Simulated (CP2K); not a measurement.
Crystal: CaO.

```
Ca O
1.0
     3.39914    0.00000    0.00000
     1.69957    2.94374    0.00000
     1.69957    0.98125    2.77539
Ca O
1 1
Cartesian
  0.0000 0.0000 0.0000
  3.3991 1.9625 1.3877
```

The cell is a database's computed one.

Base run:

* Program: CP2K 2026.2
* Functional: PBE
* Dispersion: D4
* Potentials or basis: POTENTIAL_UZH Ca GTH-PBE-q10, O GTH-PBE-q6; TZVP-MOLOPT-PBE-GTH basis
* Density cutoff: 8163 eV
* k mesh: 10 × 10 × 10
* Occupations: fermi-dirac, width 0.05 eV
* Spin: no spin polarisation

Its results: band gap on the k mesh 3.76 eV, indirect (least direct gap 4.15 eV); pressure 0.5 GPa.

Q: After a change of settings the same cell gave: band gap on the k mesh 3.76 eV, indirect (least direct gap 4.15 eV); pressure -0.6 GPa. Which change was it?
A. dispersion from D4 to none; eps_default from 1.0E-9 to 1.0E-10; potential files from those of the base run to others of the same set
B. dispersion from D4 to rVV10
C. dispersion from D4 to D3(BJ)
D. dispersion from D4 to none

A: C.

Caveats: the basis of atomic orbitals isn't converged, which shifts pressures, moduli and gaps.

Not every run made on this cell is shown here.
